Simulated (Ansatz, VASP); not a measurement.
ZrB2 in VASP and in Ansatz

File INCAR:

```
SYSTEM = ZrB2
PREC = Accurate ; ENCUT = 520
EDIFF = 1E-7 ; ISMEAR = -1
SIGMA = 0.05 ; LREAL = .FALSE.
LASPH = .TRUE. ; NELM = 60
ALGO = Normal ; ISIF = 2
LWAVE = .FALSE. ; LCHARG = .TRUE.
LELF = .TRUE. ; LVHAR = .TRUE.
NBANDS = 16
```

The input KPOINTS:

```
Automatic mesh
0
G
  12 12 9
  0 0 0
```

The input POSCAR:

```
ZrB2
1.0
    3.1649998255      0.0000000000      0.0000000000
   -1.5824999128      2.7409702519      0.0000000000
    0.0000000000      0.0000000000      3.4496000000
Zr B
1 2
Direct
    0.0000000000      0.0000000000      0.0000000000
    0.3333333333      0.6666666667      0.5000000000
    0.6666666667      0.3333333333      0.5000000000
```

Input for Ansatz:

```yaml
crystal:
  lattice:
    - [3.1649998255, 0.0, 0.0]
    - [-1.5824999128, 2.7409702519, 0.0]
    - [0.0, 0.0, 3.4496]
  atoms:
    - { symbol: Zr, position: [0.0, 0.0, 0.0] }
    - { symbol: B, position: [0.3333333333, 0.6666666667, 0.5] }
    - { symbol: B, position: [0.6666666667, 0.3333333333, 0.5] }
kpoints:
  mp_grid: { grid: [12, 12, 9] }
  band_path:
    path:
      - [0.0, 0.0, 0.0]
      - [0.5, 0.0, 0.0]
      - [0.3333333333, 0.3333333333, 0.0]
      - [0.0, 0.0, 0.0]
      - [0.0, 0.0, 0.5]
      - [0.5, 0.0, 0.5]
      - [0.3333333333, 0.3333333333, 0.5]
      - [0.0, 0.0, 0.5]
      - [0.5, 0.0, 0.5]
    npoints: 5
scf:
  occupations: { method: fermi_dirac, width: 0.05 }
hamiltonian:
  xc: lda
  pseudopotentials: { kind: all_electron, lapw: { basis_error: 0.001 } }
output:
  forces: true
  stress: true
  eigenvalues: true
```

Change from the starting cell: zz strain of -2 %.

Alike in both runs: task single point; functional LDA; k mesh 12 × 12 × 9; occupations fermi-dirac, width 0.05 eV; no spin polarisation.

```csv
,VASP,Ansatz
version,VASP 6.6.1,Ansatz 0.2.0
potentials or method,"VASP PAW LDA potentials, release 64 (Zr_sv, B)","all-electron LAPW, scalar-relativistic"
plane-wave cutoff (eV),520,see its input
```

```csv
,VASP,Ansatz,Ansatz less VASP
pressure (GPa),-2.1,-2.6,-0.49
largest component of the traceless stress (GPa),5.42,5.42,-0.001
```

Ansatz ran all-electron here, so the differences hold the error of VASP's frozen core and of both bases.
